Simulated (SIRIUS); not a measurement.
KBr:

```xyz
2
Lattice="4.0435 0.0000 0.0000 0.0000 4.0435 0.0000 0.0000 0.0000 4.0435" Properties=species:S:1:pos:R:3 pbc="T T T"
Br    2.0217    2.0217    2.0217
K     0.0000    0.0000    0.0000
```

Measurements of this composition are mostly on another form, of space group No. 225.

* Program: SIRIUS 7.10.0
* Task: single point
* Functional: PBE
* Potentials or basis: PseudoDojo 0.4.1 PBE standard (scalar relativistic)
* Cutoff: 1030 eV
* Density cutoff: 4119 eV
* k mesh: 7 × 7 × 7
* Occupations: fermi-dirac, width 0.05 eV
* Spin: no spin polarisation

On this cell: pressure -0.1 GPa; largest force zero by symmetry; band gap on the k mesh 3.89 eV.

The same run follows on a disturbed copy (atoms moved at random, drawn with an rms of 0.05 Å):

```
CELL_PARAMETERS angstrom
4.04350 0.00000 0.00000
0.00000 4.04350 0.00000
0.00000 0.00000 4.04350
ATOMIC_POSITIONS crystal
Br 0.50038 0.49474 0.50228
K 0.99884 0.99978 0.97651
```

**Question.** What does the disturbed cell give?

**Answer.** The energy moves by +1.5 meV/atom; pressure 0.0 GPa; largest force 0.058 eV/Å; band gap on the k mesh 3.89 eV.

Forces on the atoms (eV/Å):
```
Br  -0.004  0.012 -0.056
K    0.004 -0.012  0.056
```

Caveats: an odd mesh through Γ misses points on the zone boundary, where band edges often lie.
